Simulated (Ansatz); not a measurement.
Relax this structure to zero stress and force, keeping its symmetry:

```
CELL_PARAMETERS angstrom
0.00000 3.23500 3.23500
3.23500 0.00000 3.23500
3.23500 3.23500 0.00000
ATOMIC_POSITIONS crystal
Bi 0.00000 0.00000 0.00000
Te 0.50000 0.50000 0.50000
```

Method: DFT r2SCAN, scalar-relativistic, plane waves, PAW in Ansatz.

Plane waves to 500 eV, a k mesh through Γ of 12×12×12 on the computed 2-atom cell and Gaussian smearing (0.10 eV); no spin polarisation.

Task: What does it relax to?

Result: The volume drops by 0.05 Å³/atom to 33.80 Å³/atom, and the energy changes by under 0.1 meV/atom. Final structure:
```yaml
crystal:
  lattice:
    - [0.00000, 3.23327, 3.23327]
    - [3.23327, 0.00000, 3.23327]
    - [3.23327, 3.23327, 0.00000]
  atoms:
    - { symbol: Bi, position: [0.00000, 0.00000, 0.00000] }
    - { symbol: Te, position: [0.50000, 0.50000, 0.50000] }
```

Course of the relaxation (steps run on the plane waves of an earlier cell, and the basis is chosen afresh near the end, so energy and pressure can step there; trial steps that raised the energy were taken back; energies are free energies):

| step | P (GPa) | V (Å³/atom) |
| --- | --- | --- |
| 1 | -0.05 | 33.86 |
| 2 | 0.03 | 33.80 |
| 3 | 0.03 | 33.80 |

Spin–orbit coupling is left out, which can shift energies with elements as heavy as these.